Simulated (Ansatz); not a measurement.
# Si: relaxation

The task: find the equilibrium structure of Si.

Computed with Ansatz 0.2.0 (DFT PBE, scalar-relativistic, plane waves, PAW, unless a step's input says otherwise).

## Step 1: The structure to begin with

It takes space group Fd-3m (No. 227, cubic). Conventional cell: a = 5.431 Å, b = 5.431 Å, c = 5.431 Å, α = 90.00°, β = 90.00°, γ = 90.00°. Around Si (site symmetry -43m) lie 4 Si at 2.35 Å.

Coordinates:

```
Si
1.0
     0.00000    2.71547    2.71547
     2.71547    0.00000    2.71547
     2.71547    2.71547    0.00000
Si
2
Cartesian
  2.7155 2.7155 2.7155
  4.0732 4.0732 4.0732
```

Source of the structure: the Crystallography Open Database.

## Step 2: Probe: one point at the start

File input.yaml:

```yaml
crystal:
  lattice:
    - [0.0, 2.71547, 2.71547]
    - [2.71547, 0.0, 2.71547]
    - [2.71547, 2.71547, 0.0]
  atoms:
    - { symbol: Si, position: [0.5, 0.5, 0.5] }
    - { symbol: Si, position: [0.75, 0.75, 0.75] }
basis:
  ecutwfc: 420
kpoints:
  mp_grid: { grid: [6, 6, 6] }
hamiltonian:
  xc: pbe
scf:
  occupations: { method: gaussian, width: 0.1 }
output:
  forces: true
  stress: true
  eigenvalues: true
```

Run with:

```console
> ansatz run input.yaml --threads 4 --pin off --max-ram 12288MiB --backend cpu --events-out ev --progress --plain --runs-dir out
```

The log of the run:

```text
[... 29 lines left out ...]
SCF 1 converged in 6 iterations: F = -1271.590988 eV  dr2 = 3.19e-11
SCF converged after 6 iterations
Free energy (F): -1271.590988 eV
Harris-Foulkes:  -1271.590988 eV  (|F-HF|=7.28e-12)
Internal energy: -1271.590988 eV  (E = F + TS)
E sigma→0 (E₀):  -1271.590988 eV
Fermi energy:    6.582781 eV
--- Per-component energies (eV) ---
  E_band       = 9.394535
  E_kinetic    = 80.948229
  E_local      = -54.917591  (includes V_loc(G=0)·N_el)
  E_nonlocal   = 52.001411
  E_hartree    = 14.976025
  E_xc         = -110.440999
  E_vxc        = -93.575489  (∫ρ·V_xc dr)
  E_paw        = -1025.636361  (= ΣΔE_a)
  E_vpaw       = -5.014056  (= ΣTr[D̂ρ^β])
  E_aug_tail   = 0.000012  (compensation charges beyond the density's cutoff)
  E_ewald      = -228.521713
  E_smearing   = -0.000000  (= −TS)
  E_closure    = -0.000000  (closes the sum)
  Σ components = -1271.590988   (vs F -1271.590988, Δ=0.00e0)
--- Forces (eV/Å), atoms counted from 1 ---
  atom   1  Si     0.00000000     0.00000000    -0.00000000
  atom   2  Si     0.00000000    -0.00000000    -0.00000000
  max |Σ_I F_I| component: 1.30e-16 eV/Å
--- Stress (GPa, compression-positive) ---
        2.085270       0.000000      -0.000000
        0.000000       2.085270       0.000000
        0.000000       0.000000       2.085270
  P = ⅓ Tr σ = 2.0853 GPa (20.853 kbar)
--- Band table (eV; the first three rows and the last of 16) ---
  k-point 0: bands = ["-5.7260", "6.2363", "6.2363", "6.2363", "8.7936", "8.7936", "8.7936", "9.5993"]
  k-point 1: bands = ["-5.3647", "3.8547", "5.7854", "5.7854", "8.5829", "9.4414", "9.4414", "11.6871"]
  k-point 2: bands = ["-4.3491", "0.9016", "5.2352", "5.2352", "7.9954", "9.7376", "9.7376", "14.0984"]
  k-point 15: bands = ["-1.4615", "-1.4615", "2.5910", "2.5910", "8.9810", "8.9810", "12.9944", "12.9944"]
```

It took 0.21 s on 4 threads of Arm Neoverse V2, shared host; peak memory 0.26 GiB.

The probe gives pressure 2.1 GPa, largest force 0.00 eV/Å, gap on this mesh 0.71 eV. By this gap the next run takes a mesh of 10×10×10 and a smearing of 0.02 eV.

## Step 3: The relaxation

input.yaml: that of step 2 with these lines changed.

```diff
@@ -11,3 +11,3 @@
 kpoints:
-  mp_grid: { grid: [6, 6, 6] }
+  mp_grid: { grid: [10, 10, 10] }
 hamiltonian:
@@ -15,3 +15,3 @@
 scf:
-  occupations: { method: gaussian, width: 0.1 }
+  occupations: { method: gaussian, width: 0.02 }
 output:
@@ -20 +20,6 @@
   eigenvalues: true
+relax:
+  adjacent_minimum: "off"
+  f_tol: 0.005
+  max_steps: 80
+  cell: { stress_tol: 0.05 }
```

Run with:

```console
> ansatz run input.yaml --threads 4 --pin off --max-ram 12288MiB --backend cpu --events-out ev --progress --plain --runs-dir out
```

The log of the run:

```text
Warning: RAYON_NUM_THREADS=4 ignored (pool sized by the plan → 4); use --threads N
Engine: ansatz 0.2.0, aarch64-unknown-linux-gnu
Pseudopotentials: kind: paw
Pseudopotential: Si, paw, valence charge 4, recommended cutoff 420 eV (normal), Si.paw.azcp
Functional definition: PBE
  parameter kappa = 0.804
  parameter beta = 0.06672455060314922
  exchange = pbe_x(kappa = kappa, mu = beta*pi^2/3)
  correlation = pbe_c(beta = beta)
Crystal: 2 atoms, lattice volume = 40.047 Å³
Basis set: ecut = 420 eV, 749 PW (Γ), exchange–correlation on 54×54×54 points (8 copies of the dense FFT grid, shifted against one another)
Bands: 8, of which v1, the nominal top of the filled ones, is band 4 counted from 1 (3 counted from 0)
Symmetry: 48 space group operations
Space group: Fd-3m (ITA 227), of the structure as read, at distance tolerance 3.4e-5 Å
k-points: 47 of 1000
Non-local potential: Si, projectors of the file, l = 0: 2, l = 1: 2, l = 2: 2
PAW form: soft (Blöchl's): semilocal exchange-correlation on the pseudo side does not see the compensation charge
PAW one-centre angular grid: Si, 110 points (default); XC on 64 Gauss nodes
Initial density: superposition of atomic densities (neutral atoms: chi_scale 0, normalization atom), corrected by the library's trained network
Initial wavefunctions: pseudopotential atomic-orbital guess
Functional: x = pbe(κ = 0.804, μ = 0.2195149727645171), c = pbe(β = 0.06672455060314922)
SCF iter   1: F=—  HF=-1271.613799 eV  |F-HF|=—  |Δ(HF+E_count)|=         —  Δρ=1.16e-3  dr2=2.91e-4  ethr=1.77e-3  ⟨swp⟩=6.2  Hψ=3412  notcnv=0
preconditioner: auto → none  [insulator: Δε(μ)=0.580 eV  Ē_g=9.477 eV  σ=0.020 eV  W_gap=1.00  n_scr=8 (ndim 8)  ℏωp=16.6 eV  f_vac=0.000  D(μ)=0.00/eV (n_scr^D=0)  ε∞_Penn≈4.1]
SCF iter   2: F=—  HF=-1271.614196 eV  |F-HF|=—  |Δ(HF+E_count)|=   3.97e-4  Δρ=4.81e-4  dr2=4.72e-5  ethr=3.63e-6  ⟨swp⟩=2.1  Hψ=998  notcnv=0
SCF iter   3: F=—  HF=-1271.614241 eV  |F-HF|=—  |Δ(HF+E_count)|=   4.53e-5  Δρ=9.60e-5  dr2=2.34e-6  ethr=5.90e-7  ⟨swp⟩=2.1  Hψ=567  notcnv=0
SCF iter   4: F=—  HF=-1271.614242 eV  |F-HF|=—  |Δ(HF+E_count)|=   1.36e-6  Δρ=2.21e-5  dr2=1.48e-7  ethr=2.92e-8  ⟨swp⟩=2.0  Hψ=564  notcnv=0
iter 5 did not close the SCF: its close was put off for the readings that it lacked (scf_convergence_deferred on its scf_iter line)
SCF iter   5: F=-1271.614243 eV  HF=-1271.614243 eV  |F-HF|=8.31e-10  |Δ(HF+E_count)|=   2.72e-8  Δρ=2.85e-6  dr2=1.53e-9  ethr=1.85e-9  ⟨swp⟩=2.0  Hψ=564  notcnv=0
SCF iter   6: F=-1271.614243 eV  HF=-1271.614243 eV  |F-HF|=5.46e-12  |Δ(HF+E_count)|=   1.03e-9  Δρ=3.90e-7  dr2=3.80e-11  ethr=1.91e-11  ⟨swp⟩=1.0  Hψ=1144  notcnv=0
SCF 1 converged in 6 iterations: F = -1271.614243 eV  dr2 = 3.80e-11
relax step   1: F+E_penalty+E_count = -1271.61424252 eV  Δ(F+E_penalty+E_count) = +0.000e0 eV  max|allowed force component| = 2.429e-17 eV/Å  Δτ_max = 0.0000 Å  P = +2.012 GPa  Ω = 40.047 Å³  (6 SCF iters, dr2 threshold 1.00e-7 eV, accepted)
Crystal: 2 atoms, lattice volume = 40.701 Å³
Basis set: ecut = 420 eV, 821 PW (Γ), exchange–correlation on 54×54×54 points (8 copies of the dense FFT grid, shifted against one another)
Initial density: handed on by an earlier stage of this run
Initial wavefunctions: those handed on with the density
iter 1 solved again at ethr=5.99e-6 eV; its pass at ethr=3.10e-3 eV (dr2=4.79e-4 eV) is discarded
SCF iter   1: F=—  HF=-1271.619345 eV  |F-HF|=—  |Δ(HF+E_count)|=         —  Δρ=9.29e-4  dr2=4.94e-4  ethr=5.99e-6  ⟨swp⟩=2.8  Hψ=3549  notcnv=0
preconditioner: auto → none  [insulator: Δε(μ)=0.600 eV  Ē_g=9.397 eV  σ=0.020 eV  W_gap=1.00  n_scr=8 (ndim 8)  ℏωp=16.5 eV  f_vac=0.000  D(μ)=0.00/eV (n_scr^D=0)  ε∞_Penn≈4.1]
SCF iter   2: F=—  HF=-1271.619216 eV  |F-HF|=—  |Δ(HF+E_count)|=   1.29e-4  Δρ=3.70e-4  dr2=7.00e-5  ethr=5.99e-6  ⟨swp⟩=1.3  Hψ=415  notcnv=0
SCF iter   3: F=—  HF=-1271.619198 eV  |F-HF|=—  |Δ(HF+E_count)|=   1.78e-5  Δρ=4.07e-5  dr2=4.97e-7  ethr=8.74e-7  ⟨swp⟩=2.1  Hψ=564  notcnv=0
SCF iter   4: F=-1271.619199 eV  HF=-1271.619199 eV  |F-HF|=1.18e-8  |Δ(HF+E_count)|=   5.09e-7  Δρ=4.07e-6  dr2=5.17e-9  ethr=2.50e-9  ⟨swp⟩=5.1  Hψ=2009  notcnv=0
SCF 2 converged in 4 iterations: F = -1271.619199 eV  dr2 = 5.17e-9
relax step   2: F+E_penalty+E_count = -1271.61919901 eV  Δ(F+E_penalty+E_count) = -4.956e-3 eV  max|allowed force component| = 4.742e-17 eV/Å  Δτ_max = 0.0000 Å  P = +0.482 GPa  Ω = 40.701 Å³  energy of the carried Pulay correction = -9.210e-5 eV  (4 SCF iters, dr2 threshold 2.00e-7 eV, accepted)
Crystal: 2 atoms, lattice volume = 40.911 Å³
iter 1 solved again at ethr=5.97e-7 eV; its pass at ethr=3.10e-3 eV (dr2=4.77e-5 eV) is discarded
SCF iter   1: F=—  HF=-1271.619514 eV  |F-HF|=—  |Δ(HF+E_count)|=         —  Δρ=2.92e-4  dr2=4.95e-5  ethr=5.97e-7  ⟨swp⟩=2.2  Hψ=3434  notcnv=0
preconditioner: auto → none  [insulator: Δε(μ)=0.614 eV  Ē_g=9.374 eV  σ=0.020 eV  W_gap=1.00  n_scr=8 (ndim 8)  ℏωp=16.4 eV  f_vac=0.000  D(μ)=0.00/eV (n_scr^D=0)  ε∞_Penn≈4.1]
SCF iter   2: F=—  HF=-1271.619497 eV  |F-HF|=—  |Δ(HF+E_count)|=   1.65e-5  Δρ=1.17e-4  dr2=7.07e-6  ethr=5.97e-7  ⟨swp⟩=1.3  Hψ=414  notcnv=0
SCF iter   3: F=-1271.619496 eV  HF=-1271.619496 eV  |F-HF|=4.76e-8  |Δ(HF+E_count)|=   1.13e-6  Δρ=1.30e-5  dr2=5.10e-8  ethr=2.50e-9  ⟨swp⟩=3.5  Hψ=1810  notcnv=0
SCF 3 converged in 3 iterations: F = -1271.619496 eV  dr2 = 5.10e-8
relax step   3: F+E_penalty+E_count = -1271.61949604 eV  Δ(F+E_penalty+E_count) = -2.970e-4 eV  max|allowed force component| = 8.905e-17 eV/Å  Δτ_max = 0.0000 Å  P = +0.016 GPa  Ω = 40.911 Å³  energy of the carried Pulay correction = -1.214e-4 eV  (3 SCF iters, dr2 threshold 2.00e-7 eV, accepted)
Initial wavefunctions: pseudopotential atomic-orbital guess (no wavefunctions were taken with the density)
iter 1 solved again at ethr=9.41e-8 eV; its pass at ethr=3.10e-3 eV (dr2=7.53e-6 eV) is discarded
SCF iter   1: F=—  HF=-1271.619628 eV  |F-HF|=—  |Δ(HF+E_count)|=         —  Δρ=1.84e-5  dr2=5.78e-8  ethr=9.41e-8  ⟨swp⟩=3.0  Hψ=4572  notcnv=0
preconditioner: auto → none  [insulator: Δε(μ)=0.616 eV  Ē_g=9.375 eV  σ=0.020 eV  W_gap=1.00  n_scr=8 (ndim 8)  ℏωp=16.4 eV  f_vac=0.000  D(μ)=0.00/eV (n_scr^D=0)  ε∞_Penn≈4.1]
SCF iter   2: F=—  HF=-1271.619622 eV  |F-HF|=—  |Δ(HF+E_count)|=   5.08e-6  Δρ=9.51e-6  dr2=1.64e-8  ethr=7.22e-10  ⟨swp⟩=2.4  Hψ=569  notcnv=0
SCF iter   3: F=—  HF=-1271.619623 eV  |F-HF|=—  |Δ(HF+E_count)|=   6.69e-8  Δρ=5.11e-7  dr2=5.97e-11  ethr=2.05e-10  ⟨swp⟩=2.0  Hψ=561  notcnv=0
SCF iter   4: F=-1271.619623 eV  HF=-1271.619623 eV  |F-HF|=1.23e-11  |Δ(HF+E_count)|=  7.28e-11  Δρ=1.71e-7  dr2=5.10e-12  ethr=1.00e-12  ⟨swp⟩=6.1  Hψ=1513  notcnv=0
SCF 4 converged in 4 iterations: F = -1271.619623 eV  dr2 = 5.10e-12
relax step   4: F+E_penalty+E_count = -1271.61962250 eV  Δ(F+E_penalty+E_count) = -1.265e-4 eV  max|allowed force component| = 1.110e-16 eV/Å  Δτ_max = 0.0000 Å  P = +0.022 GPa  Ω = 40.911 Å³  stress off target by 2.24e-2 GPa  SCF on the basis re-selected at this cell (its energy is not comparable with the rows above)  (4 SCF iters)
basis re-selected at this cell: Δ(F+E_penalty+E_count) = -1.265e-4 eV, ΔP = +0.006 GPa vs the last step (what re-selecting the basis moved, of the pressure what is left beyond the Pulay correction that the steps carried, after the strain that the cell walked since its last selection, with what the two solves' SCF thresholds leave and, on support functions, any second-order correction that the steps lacked; it is no measure of the basis error at this ecutwfc). This SCF's stress stands 2.24e-2 GPa from its target on what of the cell is left free (relax.cell.stress_tol is 5.00e-2 GPa) and its largest allowed force component is 1.11e-16 eV/Å (relax.f_tol is 5.00e-3 eV/Å): within both
SCF converged after 4 iterations
Free energy (F): -1271.619623 eV
Harris-Foulkes:  -1271.619623 eV  (|F-HF|=1.23e-11)
Internal energy: -1271.619623 eV  (E = F + TS)
E sigma→0 (E₀):  -1271.619623 eV
Fermi energy:    6.313637 eV
--- Per-component energies (eV) ---
  E_band       = 8.029798
  E_kinetic    = 80.145703
  E_local      = -56.136870  (includes V_loc(G=0)·N_el)
  E_nonlocal   = 51.751524
  E_hartree    = 15.175027
  E_xc         = -110.124815
  E_vxc        = -93.156753  (∫ρ·V_xc dr)
  E_paw        = -1025.530456  (= ΣΔE_a)
  E_vpaw       = -4.923873  (= ΣTr[D̂ρ^β])
  E_aug_tail   = 0.000013  (compensation charges beyond the density's cutoff)
  E_ewald      = -226.899749
  E_smearing   = -0.000000  (= −TS)
  E_closure    = 0.000000  (closes the sum)
  Σ components = -1271.619623   (vs F -1271.619623, Δ=0.00e0)
--- Forces (eV/Å), atoms counted from 1 ---
  atom   1  Si    -0.00000000    -0.00000000    -0.00000000
  atom   2  Si     0.00000000    -0.00000000     0.00000000
  max |Σ_I F_I| component: 2.78e-17 eV/Å
--- Stress (GPa, compression-positive) ---
        0.022445      -0.000000      -0.000000
       -0.000000       0.022445       0.000000
       -0.000000      -0.000000       0.022445
  P = ⅓ Tr σ = 0.0224 GPa (0.224 kbar)
--- Band table (eV; the first three rows and the last of 47) ---
  k-point 0: bands = ["-5.8091", "6.0057", "6.0057", "6.0057", "8.5576", "8.5576", "8.5576", "9.1241"]
  k-point 1: bands = ["-5.6806", "4.8621", "5.8116", "5.8116", "8.5216", "8.8434", "8.8434", "10.0978"]
  k-point 2: bands = ["-5.3013", "3.0220", "5.4374", "5.4374", "8.1510", "9.3454", "9.3454", "11.8734"]
  k-point 46: bands = ["-1.6043", "-1.6043", "2.3200", "2.3200", "9.4288", "9.4288", "11.8615", "11.8615"]
--- Relaxed structure (3 steps of the walk, 3 accepted, 1 SCFs on fresh bases) ---
  F+E_penalty+E_count = -1271.61962250 eV   max|allowed force component| = 1.110e-16 eV/Å   (the final SCF, on the basis selected at the relaxed cell)
  cell:  # Å, volume = 40.9115 Å³
    - [-8.598440305511307e-34, 2.7348811979368874, 2.7348811979368874]
    - [2.7348811979368874, 9.553822561679236e-36, 2.7348811979368874]
    - [2.7348811979368874, 2.7348811979368874, 1.942610587541444e-34]
  atoms:
    - { symbol: Si, position: [0.5000000000000001, 0.5000000000000001, 0.5000000000000001] }
    - { symbol: Si, position: [0.7500000000000001, 0.7500000000000001, 0.7500000000000001] }
```

Wall time 1.2 s (4 threads of Arm Neoverse V2, shared host); peak memory 0.3 GiB.

Step by step:

```csv
step,energy from step 1 (eV/cell),largest force component (eV/Å),pressure (GPa),volume (Å³)
1,0.0000,0.0000,2.01,40.05
2,-0.0050,0.0000,0.48,40.70
3,-0.0053,0.0000,0.02,40.91
4,-0.0054,0.0000,0.02,40.91
```

Step 1 is the start. Step 4 repeats the geometry before it on a plane-wave basis chosen anew for that cell, so its energy need not be comparable with the rows above.

Lengths and angles in the start's conventional setting:

|  | before | after | change |
| --- | --- | --- | --- |
| a (Å) | 5.431 | 5.470 | +0.7 % |
| b (Å) | 5.431 | 5.470 | +0.7 % |
| c (Å) | 5.431 | 5.470 | +0.7 % |
| volume (Å³/atom) | 20.02 | 20.46 | +2.2 % |
| shortest distance (Å) | 2.352 | 2.368 | +0.7 % |
| space group (0.01 Å) | Fd-3m | Fd-3m | same |

The run keeps the 48 symmetry operations of the start, so it could not have lowered the symmetry.

## Step 4: Changing settings: xc r2scan, mixing.algorithm broyden, mixing.beta 0.5, mixing.ndim 2

File input.yaml:

```yaml
crystal:
  lattice:
    - [0.0, 2.7348811979, 2.7348811979]
    - [2.7348811979, 0.0, 2.7348811979]
    - [2.7348811979, 2.7348811979, 0.0]
  atoms:
    - { symbol: Si, position: [0.5, 0.5, 0.5] }
    - { symbol: Si, position: [0.75, 0.75, 0.75] }
basis:
  ecutwfc: 420
kpoints:
  mp_grid: { grid: [10, 10, 10] }
hamiltonian:
  xc: r2scan
scf:
  occupations: { method: gaussian, width: 0.02 }
  mixing: { algorithm: broyden, beta: 0.5, ndim: 2 }
output:
  forces: true
  eigenvalues: true
  stress: true
```

Run with:

```console
> ansatz run input.yaml --threads 4 --pin off --max-ram 12288MiB --backend cpu --events-out ev --progress --plain --runs-dir out
```

The log of the run:

```text
Warning: basis.ecutwfc = 420 eV is below the records' recommended 500 eV, and the density's cutoff is lower with it unless basis.ecutrho_ratio is high enough to keep the records' density cutoff: compare with a run at a higher cutoff
Warning: RAYON_NUM_THREADS=4 ignored (pool sized by the plan → 4); use --threads N
[... 2 set-up lines as earlier in the session ...]
Pseudopotential: Si, paw, valence charge 4, recommended cutoff 500 eV (meta_gga), Si.paw.azcp
Functional definition: r2SCAN
  parameter k0 = 0.174
  parameter k1 = 0.065
  parameter a1 = 4.9479
  exchange = r2scan_x(k0 = k0, k1 = k1, a1 = a1)
  correlation = r2scan_c
Crystal: 2 atoms, lattice volume = 40.911 Å³
Basis set: ecut = 420 eV, 821 PW (Γ), exchange–correlation on 108×108×108 points (64 copies of the dense FFT grid, shifted against one another)
Bands: 8, of which v1, the nominal top of the filled ones, is band 4 counted from 1 (3 counted from 0)
[... 2 set-up lines as earlier in the session ...]
k-points: 47 of 1000
[... 2 set-up lines as earlier in the session ...]
PAW frozen core: Si, regenerated for the run's functional (the file was generated under x = pbe(κ = 0.804, μ = 0.2195149727645171), c = pbe(β = 0.06672455060314922))
PAW one-centre angular grid: Si, 302 points (default); XC on 160 Gauss nodes
[... 2 set-up lines as earlier in the session ...]
Functional: x = r2scan, c = r2scan; τ floored in thin density (d = 2e-4 eV/Å³)
SCF iter   1: F=—  HF=-1278.115611 eV  |F-HF|=—  |Δ(HF+E_count)|=         —  Δρ=3.09e-3  dr2=3.32e-3  dr2_τ=1.15e-2  ethr=1.77e-3  ⟨swp⟩=6.1  Hψ=3467  notcnv=0
preconditioner: auto → Resta (q_TF=auto, 2.079 Å⁻¹)  ε∞=3.7  [insulator: Δε(μ)=0.767 eV  Ē_g=9.974 eV  σ=0.020 eV  W_gap=1.00  n_scr=8 (ndim 2)  ℏωp=16.4 eV  f_vac=0.000  D(μ)=0.00/eV (n_scr^D=0)  ε∞_Penn≈3.7]
SCF iter   2: F=—  HF=-1278.130111 eV  |F-HF|=—  |Δ(HF+E_count)|=   1.45e-2  Δρ=2.08e-3  dr2=1.43e-3  dr2_τ=4.85e-6  ethr=4.15e-5  ⟨swp⟩=2.2  Hψ=1137  notcnv=0  κ⁻¹=1.0e0(r=1)
SCF iter   3: F=—  HF=-1278.129851 eV  |F-HF|=—  |Δ(HF+E_count)|=   2.59e-4  Δρ=5.13e-4  dr2=7.86e-5  dr2_τ=1.31e-6  ethr=1.79e-5  ⟨swp⟩=1.1  Hψ=386  notcnv=0  κ⁻¹=6.9e-2(r=2)
SCF iter   4: F=—  HF=-1278.129830 eV  |F-HF|=—  |Δ(HF+E_count)|=   2.09e-5  Δρ=6.84e-5  dr2=1.11e-6  dr2_τ=1.33e-8  ethr=9.82e-7  ⟨swp⟩=2.0  Hψ=563  notcnv=0  κ⁻¹=1.9e-3(r=2)
SCF iter   5: F=—  HF=-1278.129834 eV  |F-HF|=—  |Δ(HF+E_count)|=   3.19e-6  Δρ=2.67e-5  dr2=1.82e-7  dr2_τ=1.45e-9  ethr=1.25e-9  ⟨swp⟩=6.7  Hψ=2133  notcnv=0  κ⁻¹=5.2e-3(r=2)
SCF iter   6: F=-1278.129834 eV  HF=-1278.129834 eV  |F-HF|=4.86e-9  |Δ(HF+E_count)|=   4.60e-7  Δρ=5.45e-6  dr2=4.45e-9  dr2_τ=8.33e-11  ethr=1.25e-9  ⟨swp⟩=5.3  Hψ=1920  notcnv=0
SCF 1 converged in 6 iterations: F = -1278.129834 eV  dr2 = 4.45e-9
SCF converged after 6 iterations
Stability not checked: this state was not tested for a lower state beside it, because the mixer in use, unlike msr1, does not test its closes by its own steps (another_mixer; see scf.mixing.algorithm and scf.lower_state_search)
Free energy (F): -1278.129834 eV
Harris-Foulkes:  -1278.129834 eV  (|F-HF|=4.86e-9)
Internal energy: -1278.129834 eV  (E = F + TS)
E sigma→0 (E₀):  -1278.129834 eV
Fermi energy:    6.329768 eV
--- Per-component energies (eV) ---
  E_band       = 5.578311
  E_kinetic    = 80.330723
  E_local      = -54.609530  (includes V_loc(G=0)·N_el)
  E_nonlocal   = 49.806479
  E_hartree    = 15.148065
  E_xc         = -102.792851
  E_vxc        = -99.190382  (∫ρ·V_xc dr)
  E_paw        = -1038.960118  (= ΣΔE_a)
  E_vpaw       = -4.938579  (= ΣTr[D̂ρ^β])
  E_aug_tail   = 0.000013  (compensation charges beyond the density's cutoff)
  E_vtau       = 3.883359  (kinetic-family band-sum trace: ∫τ·v_τ [+ j·A + Jᵃ·Aᵃ] dr)
  E_ewald      = -226.899749
  E_core_change = -0.152866  (= ΣΔE_core)
  E_smearing   = -0.000000  (= −TS)
  E_closure    = 0.000000  (closes the sum)
  Σ components = -1278.129834   (vs F -1278.129834, Δ=0.00e0)
--- Forces (eV/Å), atoms counted from 1 ---
  atom   1  Si     0.00000000     0.00000000    -0.00000000
  atom   2  Si     0.00000000     0.00000000    -0.00000000
  max |Σ_I F_I| component: 4.63e-17 eV/Å
--- Stress (GPa, compression-positive) ---
       -1.318672      -0.000000       0.000000
        0.000000      -1.318672       0.000000
       -0.000000      -0.000000      -1.318672
  P = ⅓ Tr σ = -1.3187 GPa (-13.187 kbar)
--- Band table (eV; the first three rows and the last of 47) ---
  k-point 0: bands = ["-6.4544", "5.9295", "5.9295", "5.9295", "8.6625", "8.6625", "8.6625", "9.6450"]
  k-point 1: bands = ["-6.3190", "4.7636", "5.7237", "5.7237", "8.7192", "8.9660", "8.9660", "10.5616"]
  k-point 2: bands = ["-5.9196", "2.8429", "5.3260", "5.3260", "8.3942", "9.4999", "9.4999", "12.3863"]
  k-point 46: bands = ["-2.0195", "-2.0195", "2.0670", "2.0670", "9.6493", "9.6493", "12.2256", "12.2256"]
```

Wall time 0.69 s (4 threads of Arm Neoverse V2, shared host); peak memory 0.35 GiB.

```
    run     ending   energy change  pressure (GPa)  gap (eV)  force (eV/Å)  cycles    time
 step 3  converged               -             0.0      0.62          0.00       -   1.2 s
variant  converged  not comparable            -1.3      0.80          0.00       6  0.69 s
```

After a change of functional the difference of the totals has no physical meaning; the pressure goes from 0.0 to -1.3 GPa and the gap on the mesh goes from 0.62 to 0.80 eV. The cutoff is under what these potentials recommend, as the log warns, so basis error is mixed in.

## Step 5: Outcome

```
                                                                                             quantity                                                                                             value
                                                                          relaxed cell (conventional)                         a = 5.470 Å, b = 5.470 Å, c = 5.470 Å, α = 90.00°, β = 90.00°, γ = 90.00°
                                                                                 space group (0.01 Å)                                                                                   Fd-3m (No. 227)
                                                                                               volume                                                                                     20.46 Å³/atom
                                                                                      gap on the mesh                                                                                           0.62 eV
step 4, run with xc r2scan, mixing.algorithm broyden, mixing.beta 0.5, mixing.ndim 2 (against step 3)  converged; the pressure goes from 0.0 to -1.3 GPa; the gap on the mesh goes from 0.62 to 0.80 eV
```

In words: The cell grew by 2.2 % in volume on relaxing. PBE usually gives cells somewhat too large.

The gaps are Kohn-Sham values of a semilocal functional, not quasiparticle or optical gaps. Such gaps usually fall short of the measured ones.
